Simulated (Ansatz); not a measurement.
**Germanium, diamond under PBE: convergence with the plane-wave cutoff**

How high must the plane-wave cutoff be for energy and pressure to settle? The geometry was relaxed under PBE beforehand and stays fixed; 9 values are run, from 150 to 800 eV. Wanted are the values from which on the energy stays within 10 and 1 meV/atom, and the pressure within 0.5 GPa, of the last run. Within the series other settings stay, but some runs also write fields, which adds to their time. Spin polarisation is left out.

Computed with Ansatz 0.2.0 (DFT PBE, plane waves with PAW, scalar-relativistic, unless a step says otherwise).

### Step 1. The starting structure

It takes space group Fd-3m (No. 227, cubic). The conventional cell has a = 5.772 Å, b = 5.772 Å, c = 5.772 Å, α = 90.00°, β = 90.00°, γ = 90.00°. Ge (site symmetry -43m) has 4 Ge at 2.50 Å as nearest neighbours.

Coordinates:

```
Ge
1.0
     0.00000    2.88598    2.88598
     2.88598    0.00000    2.88598
     2.88598    2.88598    0.00000
Ge
2
Direct
  0.50000 0.50000 0.50000
  0.75000 0.75000 0.75000
```

### Step 2. The usual settings first

input.yaml reads:

```yaml
crystal:
  lattice:
    - [0.0, 2.8859759802, 2.8859759802]
    - [2.8859759802, 0.0, 2.8859759802]
    - [2.8859759802, 2.8859759802, 0.0]
  atoms:
    - { symbol: Ge, position: [0.5, 0.5, 0.5] }
    - { symbol: Ge, position: [0.75, 0.75, 0.75] }
hamiltonian:
  xc: pbe
  pseudopotentials:
    kind: paw
    azcp:
      Ge: "pseudopotentials/Ge.paw.azcp"
basis:
  ecutwfc: 420
  fft_grid_basis: typed
kpoints:
  mp_grid: { grid: [9, 9, 9], shift: [0, 0, 0] }
magnetization:
  spin_polarized: false
scf:
  occupations: { method: fermi_dirac, width: 0.05 }
  lower_state_search: "off"
output:
  stress: true
  write_density: true
  write_potential: true
  elf: true
  volumetric_format: npy
```

The run is started by

```sh
$ ansatz run input.yaml --threads 1 --pin off --max-ram 3584MiB --backend cpu --events-out ev --progress --plain --runs-dir out
```

Standard output:

```text
Engine: ansatz 0.2.0, x86_64-unknown-linux-gnu
Pseudopotentials: kind: paw
Pseudopotential: Ge, paw, valence charge 14, recommended cutoff 420 eV (normal), <dir>
Functional definition: PBE
  parameter kappa = 0.804
  parameter beta = 0.06672455060314922
  exchange = pbe_x(kappa = kappa, mu = beta*pi^2/3)
  correlation = pbe_c(beta = beta)
Crystal: 2 atoms, lattice volume = 48.074 Å³
Basis set: ecut = 420 eV, 941 PW (Γ)
Bands: 18, of which v1, the nominal top of the filled ones, is band 14 counted from 1 (13 counted from 0)
Symmetry: 48 space group operations
Space group: Fd-3m (ITA 227), of the structure as read, at distance tolerance 3.6e-5 Å
k-points: 35 of 729
Non-local potential: Ge, projectors of the file, l = 0: 2, l = 1: 2, l = 2: 3, l = 3: 1
PAW form: soft (Blöchl's): semilocal exchange-correlation on the pseudo side does not see the compensation charge
PAW one-centre angular grid: Ge, 590 points (default); XC on 64 Gauss nodes
Initial density: superposition of atomic densities (neutral atoms: chi_scale 0, normalization atom), corrected by the library's trained network
Initial wavefunctions: pseudopotential atomic-orbital guess
Functional: x = pbe(κ = 0.804, μ = 0.2195149727645171), c = pbe(β = 0.06672455060314922)
SCF iter   1: F=—  HF=-8589.962668 eV  |F-HF|=—  |Δ(HF+E_count)|=         —  Δρ=1.53e-3  dr2=1.46e-3  ethr=1.77e-3  ⟨swp⟩=6.0  Hψ=3010  notcnv=0
preconditioner: auto → none  [insulator: Δε(μ)=0.255 eV  Ē_g=23.199 eV  σ=0.050 eV  W_gap=0.70  n_scr=14 (ndim 8)  ℏωp=28.3 eV  f_vac=0.096  D(μ)=0.12/eV (n_scr^D=0)  ε∞_Penn≈2.5]
SCF iter   2: F=—  HF=-8589.962296 eV  |F-HF|=—  |Δ(HF+E_count)|=   3.72e-4  Δρ=9.24e-4  dr2=3.46e-4  ethr=5.21e-6  ⟨swp⟩=2.0  Hψ=1309  notcnv=0
SCF iter   3: F=—  HF=-8589.962342 eV  |F-HF|=—  |Δ(HF+E_count)|=   4.67e-5  Δρ=2.81e-4  dr2=3.30e-5  ethr=1.23e-6  ⟨swp⟩=2.0  Hψ=1122  notcnv=0
SCF iter   4: F=—  HF=-8589.962368 eV  |F-HF|=—  |Δ(HF+E_count)|=   2.54e-5  Δρ=8.30e-5  dr2=2.82e-6  ethr=1.18e-7  ⟨swp⟩=2.5  Hψ=1119  notcnv=0
iter 5 did not close the SCF: its close was put off for the readings that it lacked (scf_convergence_deferred on its scf_iter line)
SCF iter   5: F=-8589.962370 eV  HF=-8589.962370 eV  |F-HF|=4.42e-8  |Δ(HF+E_count)|=   1.79e-6  Δρ=1.30e-5  dr2=4.22e-8  ethr=1.01e-8  ⟨swp⟩=2.0  Hψ=1123  notcnv=0
SCF iter   6: F=-8589.962370 eV  HF=-8589.962370 eV  |F-HF|=1.41e-9  |Δ(HF+E_count)|=   1.75e-8  Δρ=1.59e-6  dr2=6.43e-10  ethr=1.51e-10  ⟨swp⟩=5.1  Hψ=3503  notcnv=0
SCF 1 converged in 6 iterations: F = -8589.962370 eV  dr2 = 6.43e-10
SCF converged after 6 iterations
Free energy (F): -8589.962370 eV
Harris-Foulkes:  -8589.962370 eV  (|F-HF|=1.41e-9)
Internal energy: -8589.961320 eV  (E = F + TS)
E sigma→0 (E₀):  -8589.961845 eV
Entropy (-TS):   -0.001050 eV (-0.525 meV/atom)
Fermi energy:    7.760486 eV
--- Per-component energies (eV) ---
  E_band       = -317.218006
  E_kinetic    = 221.588910
  E_local      = -5026.395531  (includes V_loc(G=0)·N_el)
  E_nonlocal   = 836.301675
  E_hartree    = 2202.284292
  E_xc         = -150.517109
  E_vxc        = -128.363089  (∫ρ·V_xc dr)
  E_paw        = -4039.223602  (= ΣΔE_a)
  E_vpaw       = -624.921432  (= ΣTr[D̂ρ^β])
  E_aug_tail   = 0.000570  (compensation charges beyond the density's cutoff)
  E_ewald      = -2634.000525
  E_smearing   = -0.001050  (= −TS)
  E_closure    = 0.000000  (closes the sum)
  Σ components = -8589.962370   (vs F -8589.962370, Δ=0.00e0)
--- Stress (GPa, compression-positive) ---
       -0.313951       0.000000       0.000000
        0.000000      -0.313951       0.000000
       -0.000000       0.000000      -0.313951
  P = ⅓ Tr σ = -0.3140 GPa (-3.140 kbar)
--- Band table (eV; the first three rows and the last of 35) ---
  k-point 0: bands = ["-16.9190", "-16.9190", "-16.9190", "-16.8878", "-16.8878", "-16.7065", "-16.7065", "-16.7065", "-16.6984", "-16.6984", "-4.5257", "7.3009", "7.8053", "7.8053", "7.8053", "10.3271", "10.3271", "10.3271"]
  k-point 1: bands = ["-16.9248", "-16.9248", "-16.9173", "-16.8799", "-16.8799", "-16.7165", "-16.7165", "-16.7085", "-16.6896", "-16.6896", "-4.3835", "5.6013", "7.5514", "7.5514", "8.5736", "10.6701", "10.6701", "10.9434"]
  k-point 2: bands = ["-16.9330", "-16.9330", "-16.9127", "-16.8666", "-16.8666", "-16.7281", "-16.7281", "-16.7137", "-16.6808", "-16.6808", "-3.9685", "3.6194", "7.0912", "7.0912", "8.3719", "11.2496", "11.2496", "12.6248"]
  k-point 34: bands = ["-16.9608", "-16.9572", "-16.8537", "-16.8229", "-16.8106", "-16.7832", "-16.7822", "-16.7565", "-16.6536", "-16.6501", "-1.3160", "-0.2500", "3.9818", "4.5650", "11.4465", "11.4996", "12.2136", "13.7716"]
```

It took 2.5 s on 1 thread of Intel Xeon Platinum 8259CL at 2.50GHz (Skylake/Cascade Lake), shared host; peak memory 0.5 GiB.

### Step 3. Cutoff 150 eV

The run at 150 eV.

Changes to input.yaml since step 2:

```diff
@@ -15,6 +15,6 @@
 basis:
-  ecutwfc: 420
+  ecutwfc: 150
   fft_grid_basis: typed
 kpoints:
-  mp_grid: { grid: [9, 9, 9], shift: [0, 0, 0] }
+  mp_grid: { grid: [10, 10, 10], shift: [0, 0, 0] }
 magnetization:
```

The run is started by

```sh
$ ansatz run input.yaml --threads 1 --pin off --max-ram 3584MiB --backend cpu --events-out ev --progress --plain --runs-dir out
```

Standard output:

```text
Warning: basis.ecutwfc = 150 eV is below the records' recommended 420 eV, and the density's cutoff is lower with it unless basis.ecutrho_ratio is high enough to keep the records' density cutoff: compare with a run at a higher cutoff
Warning: basis.ecutrho_ratio 4 (ecutrho = 600 eV, dense FFT grid 18×18×18): the grid does not resolve the core-correction charge of Ge (measure 0.36 e/Å^2.5); warned from 0.08. The energy and each atom's force then go with where the atoms sit on the grid: on a 12-atom cubic HfO2 cell under PBE a rigid shift of all atoms moved the force on Hf by 0.18 eV/Å at 0.48, by 0.036 at 0.24 and by 0.007 at 0.11. If this deck is also warned that a cutoff or its ratio is below what is recommended, mend that before anything below. First try basis.xc_grid, which is 1 on this run (the dense grid itself), where it is not refused (2, then 3). Above 1 the core-correction charge is laid on the exchange–correlation grid, and this warning is never given, whether or not the level is enough: its absence clears nothing. Test the level that you keep as below, above all under a meta-GGA. That key's page has a check by the forces of two runs, which can only reject a level. A larger basis.ecutrho_ratio can raise measure and error alike: a --dry-run at basis.xc_grid: 1 prints this line at no cost. To test a result, follow "To test a result" on basis.ecutrho_ratio's page in the input reference, which also says what the measure is; its shift on this grid is (0.007937, 0.015873, 0.023810), in fractions of the lattice vectors of the cell that is solved
[... 8 set-up lines as earlier in the session ...]
Crystal: 2 atoms, lattice volume = 48.074 Å³
Basis set: ecut = 150 eV, 181 PW (Γ)
Bands: 18, of which v1, the nominal top of the filled ones, is band 14 counted from 1 (13 counted from 0)
[... 2 set-up lines as earlier in the session ...]
k-points: 47 of 1000
[... 6 set-up lines as earlier in the session ...]
SCF iter   1: F=—  HF=-8523.605437 eV  |F-HF|=—  |Δ(HF+E_count)|=         —  Δρ=2.21e-1  dr2=1.00e1  ethr=1.77e-3  ⟨swp⟩=3.4  Hψ=3320  notcnv=0
preconditioner: auto → none  [insulator: Δε(μ)=0.213 eV  Ē_g=21.237 eV  σ=0.050 eV  W_gap=0.59  n_scr=14 (ndim 8)  ℏωp=28.3 eV  f_vac=0.216  D(μ)=0.09/eV (n_scr^D=0)  ε∞_Penn≈2.8]
SCF iter   2: F=—  HF=-8497.106221 eV  |F-HF|=—  |Δ(HF+E_count)|=    2.65e1  Δρ=4.54e-2  dr2=3.79e-1  ethr=1.77e-3  ⟨swp⟩=3.7  Hψ=2956  notcnv=0
SCF iter   3: F=—  HF=-8494.576900 eV  |F-HF|=—  |Δ(HF+E_count)|=    2.53e0  Δρ=9.89e-3  dr2=4.17e-2  ethr=1.35e-3  ⟨swp⟩=2.0  Hψ=1708  notcnv=0
SCF iter   4: F=—  HF=-8494.514055 eV  |F-HF|=—  |Δ(HF+E_count)|=   6.28e-2  Δρ=2.46e-3  dr2=1.57e-3  ethr=1.49e-4  ⟨swp⟩=2.1  Hψ=1711  notcnv=0
SCF iter   5: F=—  HF=-8494.513551 eV  |F-HF|=—  |Δ(HF+E_count)|=   5.03e-4  Δρ=1.30e-4  dr2=6.79e-6  ethr=5.61e-6  ⟨swp⟩=2.5  Hψ=1553  notcnv=0
SCF iter   6: F=—  HF=-8494.513545 eV  |F-HF|=—  |Δ(HF+E_count)|=   6.05e-6  Δρ=1.46e-5  dr2=5.10e-8  ethr=3.57e-10  ⟨swp⟩=5.5  Hψ=5117  notcnv=0
SCF iter   7: F=-8494.513545 eV  HF=-8494.513545 eV  |F-HF|=2.84e-10  |Δ(HF+E_count)|=   6.81e-9  Δρ=5.93e-7  dr2=2.22e-10  ethr=1.82e-10  ⟨swp⟩=4.0  Hψ=4046  notcnv=0
SCF 1 converged in 7 iterations: F = -8494.513545 eV  dr2 = 2.22e-10
SCF converged after 7 iterations
Free energy (F): -8494.513545 eV
Harris-Foulkes:  -8494.513545 eV  (|F-HF|=2.84e-10)
Internal energy: -8494.511190 eV  (E = F + TS)
E sigma→0 (E₀):  -8494.512367 eV
Entropy (-TS):   -0.002356 eV (-1.178 meV/atom)
Fermi energy:    6.733007 eV
--- Per-component energies (eV) ---
  E_band       = -549.876010
  E_kinetic    = 323.497712
  E_local      = -4911.802989  (includes V_loc(G=0)·N_el)
  E_nonlocal   = 967.683503
  E_hartree    = 2098.930721
  E_xc         = -167.521130
  E_vxc        = -149.211156  (∫ρ·V_xc dr)
  E_paw        = -4171.219428  (= ΣΔE_a)
  E_vpaw       = -977.825785  (= ΣTr[D̂ρ^β])
  E_aug_tail   = -0.079054  (compensation charges beyond the density's cutoff)
  E_ewald      = -2634.000525
  E_smearing   = -0.002356  (= −TS)
  E_closure    = -0.000000  (closes the sum)
  Σ components = -8494.513545   (vs F -8494.513545, Δ=0.00e0)
--- Stress (GPa, compression-positive) ---
       32.149736       0.000000       0.000000
        0.000000      32.149736       0.000000
        0.000000      -0.000000      32.149736
  P = ⅓ Tr σ = 32.1497 GPa (321.497 kbar)
--- Band table (eV; the first three rows and the last of 47) ---
  k-point 0: bands = ["-28.3970", "-28.3970", "-28.3970", "-27.1643", "-27.1643", "-25.9470", "-25.9470", "-23.0375", "-23.0375", "-23.0375", "-5.6076", "4.9293", "6.8948", "6.8948", "6.8948", "9.7403", "9.7403", "9.7403"]
  k-point 1: bands = ["-27.9906", "-27.9906", "-27.7609", "-26.6403", "-26.6403", "-25.9426", "-25.9426", "-23.0827", "-23.0324", "-23.0324", "-5.4945", "4.0661", "6.7186", "6.7186", "7.1950", "9.9958", "9.9958", "10.0531"]
  k-point 2: bands = ["-29.1290", "-29.0123", "-29.0123", "-27.7854", "-27.7854", "-27.5107", "-27.5107", "-26.7655", "-24.3978", "-24.3978", "-5.1860", "2.5279", "6.3337", "6.3337", "7.1448", "10.4899", "10.4899", "11.1096"]
  k-point 46: bands = ["-29.6392", "-29.6392", "-28.6829", "-28.6829", "-28.5070", "-28.5070", "-27.8393", "-27.8393", "-27.2080", "-27.2080", "-2.1374", "-2.1374", "3.6894", "3.6894", "10.2181", "10.2181", "12.6434", "12.6434"]
```

Run time: 1.9 s. Hardware: 1 thread of Intel Xeon Platinum 8259CL at 2.50GHz (Skylake/Cascade Lake), shared host; peak memory 0.45 GiB.

### Step 4. Cutoff 200 eV

The run at 200 eV.

Changes to input.yaml since step 3:

```diff
@@ -15,3 +15,3 @@
 basis:
-  ecutwfc: 150
+  ecutwfc: 200
   fft_grid_basis: typed
```

The run is started by

```sh
$ ansatz run input.yaml --threads 1 --pin off --max-ram 3584MiB --backend cpu --events-out ev --progress --plain --runs-dir out
```

Standard output:

```text
Warning: basis.ecutwfc = 200 eV is below the records' recommended 420 eV, and the density's cutoff is lower with it unless basis.ecutrho_ratio is high enough to keep the records' density cutoff: compare with a run at a higher cutoff
[... 8 set-up lines as earlier in the session ...]
Crystal: 2 atoms, lattice volume = 48.074 Å³
Basis set: ecut = 200 eV, 331 PW (Γ)
Bands: 18, of which v1, the nominal top of the filled ones, is band 14 counted from 1 (13 counted from 0)
[... 2 set-up lines as earlier in the session ...]
k-points: 47 of 1000
[... 6 set-up lines as earlier in the session ...]
SCF iter   1: F=—  HF=-8576.311267 eV  |F-HF|=—  |Δ(HF+E_count)|=         —  Δρ=4.74e-2  dr2=4.41e-1  ethr=1.77e-3  ⟨swp⟩=3.6  Hψ=3369  notcnv=0
preconditioner: auto → none  [insulator: Δε(μ)=0.203 eV  Ē_g=22.849 eV  σ=0.050 eV  W_gap=0.62  n_scr=14 (ndim 8)  ℏωp=28.3 eV  f_vac=0.134  D(μ)=0.11/eV (n_scr^D=0)  ε∞_Penn≈2.5]
SCF iter   2: F=—  HF=-8573.037169 eV  |F-HF|=—  |Δ(HF+E_count)|=    3.27e0  Δρ=1.53e-2  dr2=1.02e-1  ethr=1.58e-3  ⟨swp⟩=2.5  Hψ=2305  notcnv=0
SCF iter   3: F=—  HF=-8572.854197 eV  |F-HF|=—  |Δ(HF+E_count)|=   1.83e-1  Δρ=6.66e-3  dr2=1.19e-2  ethr=3.66e-4  ⟨swp⟩=2.0  Hψ=1693  notcnv=0
SCF iter   4: F=—  HF=-8572.846949 eV  |F-HF|=—  |Δ(HF+E_count)|=   7.25e-3  Δρ=1.06e-3  dr2=2.70e-4  ethr=4.23e-5  ⟨swp⟩=2.3  Hψ=1379  notcnv=0
SCF iter   5: F=—  HF=-8572.846882 eV  |F-HF|=—  |Δ(HF+E_count)|=   6.62e-5  Δρ=5.52e-5  dr2=8.89e-7  ethr=9.65e-7  ⟨swp⟩=2.5  Hψ=1546  notcnv=0
SCF iter   6: F=—  HF=-8572.846883 eV  |F-HF|=—  |Δ(HF+E_count)|=   8.87e-7  Δρ=4.63e-6  dr2=7.34e-9  ethr=3.57e-10  ⟨swp⟩=7.9  Hψ=5346  notcnv=0
SCF iter   7: F=-8572.846883 eV  HF=-8572.846883 eV  |F-HF|=5.64e-11  |Δ(HF+E_count)|=   1.97e-9  Δρ=2.92e-7  dr2=4.68e-11  ethr=2.62e-11  ⟨swp⟩=4.0  Hψ=3852  notcnv=0
SCF 1 converged in 7 iterations: F = -8572.846883 eV  dr2 = 4.68e-11
SCF converged after 7 iterations
Free energy (F): -8572.846883 eV
Harris-Foulkes:  -8572.846883 eV  (|F-HF|=5.64e-11)
Internal energy: -8572.845184 eV  (E = F + TS)
E sigma→0 (E₀):  -8572.846033 eV
Entropy (-TS):   -0.001700 eV (-0.850 meV/atom)
Fermi energy:    7.509770 eV
--- Per-component energies (eV) ---
  E_band       = -400.990107
  E_kinetic    = 241.551483
  E_local      = -5034.364289  (includes V_loc(G=0)·N_el)
  E_nonlocal   = 917.963039
  E_hartree    = 2207.523550
  E_xc         = -152.320796
  E_vxc        = -130.497213  (∫ρ·V_xc dr)
  E_paw        = -4119.181676  (= ΣΔE_a)
  E_vpaw       = -810.674391  (= ΣTr[D̂ρ^β])
  E_aug_tail   = -0.015969  (compensation charges beyond the density's cutoff)
  E_ewald      = -2634.000525
  E_smearing   = -0.001700  (= −TS)
  E_closure    = -0.000000  (closes the sum)
  Σ components = -8572.846883   (vs F -8572.846883, Δ=0.00e0)
--- Stress (GPa, compression-positive) ---
       -1.207833      -0.000000      -0.000000
       -0.000000      -1.207833       0.000000
        0.000000       0.000000      -1.207833
  P = ⅓ Tr σ = -1.2078 GPa (-12.078 kbar)
--- Band table (eV; the first three rows and the last of 47) ---
  k-point 0: bands = ["-21.2821", "-21.2821", "-21.2821", "-21.2644", "-21.2644", "-21.1259", "-21.1259", "-21.0649", "-21.0649", "-21.0649", "-4.7579", "6.7429", "7.5960", "7.5960", "7.5960", "10.1505", "10.1505", "10.1505"]
  k-point 1: bands = ["-21.1219", "-21.1219", "-21.0962", "-21.0962", "-21.0555", "-21.0515", "-21.0515", "-20.8687", "-20.8687", "-20.7977", "-4.6438", "5.4398", "7.4028", "7.4028", "8.2275", "10.4385", "10.4385", "10.6465"]
  k-point 2: bands = ["-21.0922", "-21.0922", "-21.0719", "-21.0472", "-21.0472", "-20.9154", "-20.8547", "-20.8547", "-20.7595", "-20.7595", "-4.3103", "3.7019", "7.0079", "7.0079", "8.1310", "10.9922", "10.9922", "12.0020"]
  k-point 46: bands = ["-20.9909", "-20.9909", "-20.9082", "-20.9082", "-20.8587", "-20.8587", "-20.7229", "-20.7229", "-20.5474", "-20.5474", "-1.0759", "-1.0759", "4.1145", "4.1145", "10.8934", "10.8934", "13.2187", "13.2187"]
```

Wall time 1.8 s (1 thread of Intel Xeon Platinum 8259CL at 2.50GHz (Skylake/Cascade Lake), shared host); peak memory 0.46 GiB.

### Step 5. Cutoff 250 eV

The run at 250 eV.

Changes to input.yaml since step 4:

```diff
@@ -15,3 +15,3 @@
 basis:
-  ecutwfc: 200
+  ecutwfc: 250
   fft_grid_basis: typed
@@ -26,5 +26 @@
   stress: true
-  write_density: true
-  write_potential: true
-  elf: true
-  volumetric_format: npy
```

The run is started by

```sh
$ ansatz run input.yaml --threads 1 --pin off --max-ram 3584MiB --backend cpu --events-out ev --progress --plain --runs-dir out
```

Standard output:

```text
Warning: basis.ecutwfc = 250 eV is below the records' recommended 420 eV, and the density's cutoff is lower with it unless basis.ecutrho_ratio is high enough to keep the records' density cutoff: compare with a run at a higher cutoff
[... 8 set-up lines as earlier in the session ...]
Crystal: 2 atoms, lattice volume = 48.074 Å³
Basis set: ecut = 250 eV, 411 PW (Γ)
Bands: 18, of which v1, the nominal top of the filled ones, is band 14 counted from 1 (13 counted from 0)
[... 2 set-up lines as earlier in the session ...]
k-points: 47 of 1000
[... 6 set-up lines as earlier in the session ...]
SCF iter   1: F=—  HF=-8587.734229 eV  |F-HF|=—  |Δ(HF+E_count)|=         —  Δρ=7.62e-3  dr2=1.19e-2  ethr=1.77e-3  ⟨swp⟩=4.4  Hψ=3493  notcnv=0
preconditioner: auto → none  [insulator: Δε(μ)=0.216 eV  Ē_g=23.160 eV  σ=0.050 eV  W_gap=0.66  n_scr=14 (ndim 8)  ℏωp=28.3 eV  f_vac=0.105  D(μ)=0.11/eV (n_scr^D=0)  ε∞_Penn≈2.5]
SCF iter   2: F=—  HF=-8587.494351 eV  |F-HF|=—  |Δ(HF+E_count)|=   2.40e-1  Δρ=9.19e-3  dr2=2.34e-2  ethr=4.26e-5  ⟨swp⟩=2.0  Hψ=2068  notcnv=0
SCF iter   3: F=—  HF=-8587.486807 eV  |F-HF|=—  |Δ(HF+E_count)|=   7.54e-3  Δρ=2.90e-3  dr2=1.82e-3  ethr=4.26e-5  ⟨swp⟩=2.0  Hψ=1179  notcnv=0
SCF iter   4: F=—  HF=-8587.486165 eV  |F-HF|=—  |Δ(HF+E_count)|=   6.43e-4  Δρ=2.70e-4  dr2=2.51e-5  ethr=6.50e-6  ⟨swp⟩=2.1  Hψ=1508  notcnv=0
SCF iter   5: F=—  HF=-8587.486163 eV  |F-HF|=—  |Δ(HF+E_count)|=   1.86e-6  Δρ=2.15e-5  dr2=1.10e-7  ethr=8.98e-8  ⟨swp⟩=2.0  Hψ=1032  notcnv=0
SCF iter   6: F=-8587.486163 eV  HF=-8587.486163 eV  |F-HF|=1.20e-9  |Δ(HF+E_count)|=   5.09e-8  Δρ=1.57e-6  dr2=1.33e-9  ethr=3.57e-10  ⟨swp⟩=3.9  Hψ=2414  notcnv=0
SCF 1 converged in 6 iterations: F = -8587.486163 eV  dr2 = 1.33e-9
SCF converged after 6 iterations
Free energy (F): -8587.486163 eV
Harris-Foulkes:  -8587.486163 eV  (|F-HF|=1.20e-9)
Internal energy: -8587.485065 eV  (E = F + TS)
E sigma→0 (E₀):  -8587.485614 eV
Entropy (-TS):   -0.001097 eV (-0.549 meV/atom)
Fermi energy:    7.717422 eV
--- Per-component energies (eV) ---
  E_band       = -338.619609
  E_kinetic    = 223.621791
  E_local      = -5037.210323  (includes V_loc(G=0)·N_el)
  E_nonlocal   = 865.464901
  E_hartree    = 2211.430910
  E_xc         = -150.217630
  E_vxc        = -127.967138  (∫ρ·V_xc dr)
  E_paw        = -4066.490662  (= ΣΔE_a)
  E_vpaw       = -685.308903  (= ΣTr[D̂ρ^β])
  E_aug_tail   = -0.083527  (compensation charges beyond the density's cutoff)
  E_ewald      = -2634.000525
  E_smearing   = -0.001097  (= −TS)
  E_closure    = -0.000000  (closes the sum)
  Σ components = -8587.486163   (vs F -8587.486163, Δ=0.00e0)
--- Stress (GPa, compression-positive) ---
       -0.268086      -0.000000      -0.000000
        0.000000      -0.268086      -0.000000
       -0.000000      -0.000000      -0.268086
  P = ⅓ Tr σ = -0.2681 GPa (-2.681 kbar)
```

Wall time 1.7 s (1 thread of Intel Xeon Platinum 8259CL at 2.50GHz (Skylake/Cascade Lake), shared host); peak memory 0.46 GiB.

(Part 1 of 2 ends here.)
